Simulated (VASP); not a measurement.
# K: intraband terms of a metal's spectrum

K, P6_3/mmc (no. 194), 2 atoms in the cell. PBE, independent-particle dielectric function; PAW potentials K_sv (PBE set).

## Input

INCAR.step1:
```
SYSTEM = K
PREC     = Accurate       ! precision mode
ENCUT    = 300            ! plane-wave cutoff, eV
ISMEAR   = 1              ! smearing method
SIGMA    = 0.1            ! smearing width, eV
EDIFF    = 1E-7           ! SCF threshold, eV
LASPH    = .True.         ! aspherical terms in the spheres
KPAR     = 4            
LWAVE    = .False.        ! write WAVECAR
LCHARG   = .True.         ! write CHGCAR
LMAXMIX  = 4              ! l up to which the mixer works
```

INCAR.step2:
```
SYSTEM = K
PREC     = Accurate       ! precision mode
ENCUT    = 300            ! plane-wave cutoff, eV
ISMEAR   = 0              ! smearing method
SIGMA    = 0.3            ! smearing width, eV
EDIFF    = 1E-6           ! SCF threshold, eV
LASPH    = .True.         ! aspherical terms in the spheres
KPAR     = 4            
LWAVE    = .True.         ! write WAVECAR
LCHARG   = .False.        ! write CHGCAR
LMAXMIX  = 4              ! l up to which the mixer works
ICHARG   = 11             ! starting density
NBANDS   = 27             ! bands
NEDOS    = 3000           ! points of the DOS
OMEGAMAX = 30           
CSHIFT   = 0.1           
```

INCAR.step3, as INCAR.step2 but for:
```
- LWAVE = .True.
+ LWAVE = .False.
+ LOPTICS = .True.
+ ALGO = None
+ NELM = 1
+ ISTART = 1
```

INCAR.step4, as INCAR.step3 but for:
```
+ WPLASMAI = 0.03
```

INCAR.step5 to INCAR.step6 change the same tag again: WPLASMAI = 0.1, 0.3.

INCAR.step7, as INCAR.step6 but for:
```
- WPLASMAI = 0.3
+ RTIME = 40
```

INCAR.step8, as INCAR.step7 but for:
```
- RTIME = 40
+ RTIME = 1
```

INCAR.step9, as INCAR.step8 but for:
```
- RTIME = 1
+ LNABLA = .True.
```

INCAR.step10, as INCAR.step9 but for:
```
- ISMEAR = 0
- LNABLA = .True.
+ ISMEAR = -5
```

KPOINTS.step1:
```
k-points
0
Gamma
  7 7 4
```

KPOINTS.step2:
```
k-points
0
Gamma
  17 17 9
```

POSCAR:
```
K
1.0
    4.7623960204      0.0000000000      0.0000000000
   -2.3811980102      4.1243559365      0.0000000000
    0.0000000000      0.0000000000      7.8299713200
K
2
Direct
    0.6666666667      0.3333333333      0.7500000000
    0.3333333333      0.6666666667      0.2500000000
```

Commands (each step's output is kept before the next begins):
```
cat potpaw_PBE.64/K_sv/POTCAR > POTCAR
cp INCAR.step1 INCAR
cp KPOINTS.step1 KPOINTS
mpirun -np 4 vasp_std > vasp.out
cp INCAR.step2 INCAR
cp KPOINTS.step2 KPOINTS
mpirun -np 4 vasp_std > vasp.out
cp INCAR.step3 INCAR
mpirun -np 4 vasp_std > vasp.out
cp INCAR.step4 INCAR
mpirun -np 4 vasp_std > vasp.out
cp INCAR.step5 INCAR
mpirun -np 4 vasp_std > vasp.out
cp INCAR.step6 INCAR
mpirun -np 4 vasp_std > vasp.out
cp INCAR.step7 INCAR
mpirun -np 4 vasp_std > vasp.out
cp INCAR.step8 INCAR
mpirun -np 4 vasp_std > vasp.out
cp INCAR.step9 INCAR
mpirun -np 4 vasp_std > vasp.out
cp INCAR.step10 INCAR
mpirun -np 4 vasp_std > vasp.out
```

## Result

- Bands: 27

One ground state, settings moved in the last step alone:

| Settings | Plasma frequency (eV) | Im ε at 0.5 eV | Im ε at 1 eV | Im ε at 2 eV | Im ε at 4 eV | Time (s) |
|---|---|---|---|---|---|---|
| interband part alone | 4.00 | 3.3 | 0.4 | 0.1 | 0.1 | 9 |
| Drude term, WPLASMAI 0.03 | 4.00 | 7.2 | 0.9 | 0.2 | 0.1 | 9 |
| Drude term, WPLASMAI 0.1 | 4.00 | 15.6 | 2.0 | 0.3 | 0.1 | 9 |
| Drude term, WPLASMAI 0.3 | 4.00 | 31.5 | 4.8 | 0.7 | 0.1 | 10 |
| relaxation time RTIME 40 fs | 4.00 | 5.4 | 0.6 | 0.2 | 0.1 | 9 |
| relaxation time RTIME 1 fs | 4.00 | 34.1 | 7.7 | 1.3 | 0.2 | 9 |
| transversal form (LNABLA) | 3.99 | 3.3 | 0.4 | 0.1 | 0.1 | 8 |
| tetrahedron method | – | – | – | – | – | no result |

VASP 6.6.1 took 101 s on 4 cores (Intel Xeon Platinum 8488C (Sapphire Rapids)), a shared host.
